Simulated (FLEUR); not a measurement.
Crystal: InPd.

```
In Pd
1.0
     3.27188    0.00000    0.00000
     0.00000    3.27188    0.00000
     0.00000    0.00000    3.27188
In Pd
1 1
Direct
  0.00000 0.00000 0.00000
  0.50000 0.50000 0.50000
```

The cell comes from a database or a generator and needn't be the stable form of this composition.

Program: FLEUR MaX-R8.1 (later development tree). Alike in all runs: potentials or basis all-electron, FLAPW; cell as given; smearing fermi-dirac 0.05 eV. Hardware: 1 thread of Arm Neoverse V1 (shared host).

**Question.** Order these runs on this cell by their wall time, lowest first.
A. task band structure; level PBEsol; spin SOC, no magnetisation; k mesh 6 × 6 × 6; gmax 12.9 1/bohr; muffin-tin radii In 2.35, Pd 2.61 bohr; kmax 4.17 1/bohr
B. task single point; level PBEsol; spin off; k mesh 8 × 8 × 8; gmax 13.3 1/bohr; muffin-tin radii In 2.28, Pd 2.53 bohr; kmax 4.3 1/bohr
C. task single point; level LDA; spin off; k mesh 8 × 8 × 8; gmax 13 1/bohr; muffin-tin radii In 2.33, Pd 2.58 bohr; kmax 4.21 1/bohr

**Answer.** C (31 s), B (66 s), A (1300 s).

Not every run made on this cell is shown here.
